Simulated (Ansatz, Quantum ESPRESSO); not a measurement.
**Ca: 3 runs at one level of theory**

```
CELL_PARAMETERS angstrom
0.00000 2.79420 2.79420
2.79420 0.00000 2.79420
2.79420 2.79420 0.00000
ATOMIC_POSITIONS crystal
Ca 0.00000 0.00000 0.00000
```

Alike in all runs: task band structure; functional PBEsol; k mesh 8 × 8 × 8; occupations fermi-dirac, width 0.05 eV; no spin polarisation; no spin-orbit coupling. Pressure is positive in compression and, in plane waves, holds the error of the finite cutoff, which Ansatz's Pulay term estimates and takes out.

```csv
program and potentials,plane-wave cutoff (eV),notes,pressure (GPa)
"Quantum ESPRESSO, PseudoDojo 0.4.1 SR PBEsol standard",925,-,?
"Ansatz, all-electron LAPW, scalar-relativistic",-,-,-1.17
"Ansatz, PAW datasets made for the crystal",200,-,-1.17
```

Question: Estimate from the other rows what the run with Quantum ESPRESSO, PseudoDojo 0.4.1 SR PBEsol standard gave.

Answer: Pressure -1.19 GPa. The other rows, which needn't bracket it: pressure -1.17.
